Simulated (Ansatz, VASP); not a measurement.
# One calculation of Cr, two programs

File INCAR:

```
PREC = Accurate
ENCUT = 600
EDIFF = 1E-7
ISMEAR = 0
SIGMA = 0.1
LREAL = False
LASPH = True
NELM = 100
ALGO = Fast
ISIF = 3
LWAVE = False
LCHARG = False
GGA = PE
IBRION = 2
NSW = 100
EDIFFG = -0.005
```

Contents of KPOINTS:

```
regular mesh
0
Gamma
  21 21 10
```

The input POSCAR:

```
Cr
1.0
    2.4880302131      0.0000000000      0.0000000000
   -1.2440151066      2.1546973700      0.0000000000
    0.0000000000      0.0000000000      4.4409523558
Cr
2
Direct
    0.3333333333      0.6666666667      0.2500000000
    0.6666666667      0.3333333333      0.7500000000
```

Input for Ansatz:

```yaml
crystal:
  lattice:
    - [2.4880302131, 0.0, 0.0]
    - [-1.2440151066, 2.15469737, 0.0]
    - [0.0, 0.0, 4.4409523558]
  atoms:
    - { symbol: Cr, position: [0.3333333333, 0.6666666667, 0.25] }
    - { symbol: Cr, position: [0.6666666667, 0.3333333333, 0.75] }
basis:
  ecutwfc: 420
kpoints:
  mp_grid: { grid: [21, 21, 10] }
hamiltonian:
  xc: pbe
scf:
  occupations: { method: gaussian, width: 0.1 }
output:
  forces: true
  stress: true
  eigenvalues: true
relax:
  adjacent_minimum: "off"
  f_tol: 0.005
  max_steps: 80
  cell: { stress_tol: 0.05 }
```

This isn't the form of Cr at room conditions, which is bcc.

Alike in both runs: task relaxation of cell and atoms; functional PBE; k mesh 21 × 21 × 10; occupations gaussian, width 0.1 eV; no spin polarisation.

|  | VASP | Ansatz |
| --- | --- | --- |
| version | VASP 6.6.1 | Ansatz 0.2.0 |
| potentials or method | VASP PAW PBE potentials, release 64 (Cr_pv) | scalar-relativistic, plane waves, PAW |
| plane-wave cutoff (eV) | 600 | 420 |
| valence electrons in the cell | 24 | 28 |

```tsv
	VASP	Ansatz	Ansatz less VASP
gap on the k mesh at the Fermi level, each at its own relaxed structure (eV)	none	none	-
relaxed volume (Å³/atom)	11.89	11.91	+0.022
relaxed cell length with the largest relative difference (Å)	2.483	2.485	+0.0018
```

A gap of «none» marks a metal or a gap that the smearing closes. The two sets of potentials don't hold the same shells in valence.

Caveats: the run has no spin polarisation, though such a crystal can be magnetic. Spin polarisation is off, so any magnetic state and its effect on volume and gap are missing.
